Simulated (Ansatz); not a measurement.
Method: Ansatz 0.2.0, DFT PBE, scalar-relativistic, plane waves, PAW. All cells share a 420 eV cutoff and Γ-centred k meshes spaced at most about 0.3 Å⁻¹ (about 0.25 or finer for metals, 2π included). No spin polarisation.

All energies are static (0 K, no zero-point motion). All are two-dimensional sheets, periodic along a and b, with vacuum along c.

Question: Which of these relaxed structures of Pb is the lowest in energy?
A.

```
Pb
1.0
     6.26643    0.00000    0.00000
    -3.13322    5.42689    0.00000
     0.00000    0.00000   23.80000
Pb
3
Direct
  0.00000 0.50000 0.29412
  0.50000 0.00000 0.29412
  0.50000 0.50000 0.29412
```

B.

```
Pb
1.0
     5.15672    0.00000    0.00000
    -2.57836    4.46585    0.00000
     0.00000    0.00000   23.80000
Pb
2
Direct
  0.33333 0.66667 0.29412
  0.66667 0.33333 0.29412
```

C.

```
Pb
1.0
     3.29811    0.00000    0.00000
    -1.64905    2.85624    0.00000
     0.00000    0.00000   23.80000
Pb
1
Direct
  0.00000 0.00000 0.29412
```

Answer: C. The next of these, A, lies 225 meV/atom higher. Forms: C p6/mmm; A p6/mmm; B p6/mmm. Counting all near atoms (those within 1.25 times the shortest distance at each site): C has Pb 6; A has Pb 4; B has Pb 3. All come from invented guesses.

These runs have no spin–orbit coupling, which can matter for Pb. Cells relaxed within their symmetry can be saddle points. Some structure types and database cells were kept out of the candidates from the start, so a known form may be missing.
